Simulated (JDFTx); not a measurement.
Wanted: the native input for a JDFTx 1.7.0 (patched build) run.

- Task: single point
- Functional: PBEsol
- Potentials or basis: PseudoDojo-SR-PBE-0.5-stringent with smoothed tails
- Cutoff: 1143 eV
- Density cutoff: 9143 eV
- k mesh: 6 × 6 × 6
- Occupations: fermi-dirac, width 0.025 eV
- Spin: no spin polarisation
- Local potential set to -Z/r beyond: 6 bohr
- Bands: 39
- Density cutoff over wavefunction cutoff: 8
- Max SCF steps: 100
- SCF threshold on the energy: 1e-09 Ha
- Solver of the electrons: scf
- Further solve for the empty bands: yes

The system is Al2Pt.

```xyz
3
Lattice="0.0000 2.9550 2.9550 2.9550 0.0000 2.9550 2.9550 2.9550 0.0000" Properties=species:S:1:pos:R:3 pbc="T T T"
Pt    0.0000    0.0000    0.0000
Al    4.4325    4.4325    4.4325
Al    1.4775    1.4775    1.4775
```

These files were run (other wordings do the same):

Al2Pt.in

```
lattice Face-Centered Cubic 11.1682813965
coords-type Lattice
ion Pt     0.0000000000     0.0000000000     0.0000000000 1
ion Al     0.7500000000     0.7500000000     0.7500000000 1
ion Al     0.2500000000     0.2500000000     0.2500000000 1

ion-species pseudo/Pt.upf
ion-species pseudo/Al.upf
elec-cutoff 42 336
elec-ex-corr gga-PBEsol
kpoint-folding 6 6 6
elec-smearing Fermi 0.00091873305
elec-n-bands 39
electronic-SCF nIterations 100 energyDiffThreshold 1e-09
electronic-minimize nIterations 30 energyDiffThreshold 1e-7
converge-empty-states yes
forces-output-coords Cartesian

dump-name run.$VAR
dump End Ecomponents EigStats BandEigs Kpoints Forces Stress State
```

Potentials or basis: PseudoDojo-SR-PBE-0.5-stringent with smoothed tails.

Command:

```console
$ jdftx -c 1 -i Al2Pt.in -o Al2Pt.out
```

It gave:

```json
{
 "Pressure": "-0.5 GPa",
 "Band gap on the k mesh": "none (metal or under the smearing width)"
}
```

Caveat: the potentials were made for another functional, which shifts forces and pressure.

Run time: 2.5 min on 1 thread of Arm Neoverse V2 (shared host), peak memory 0.19 GiB.
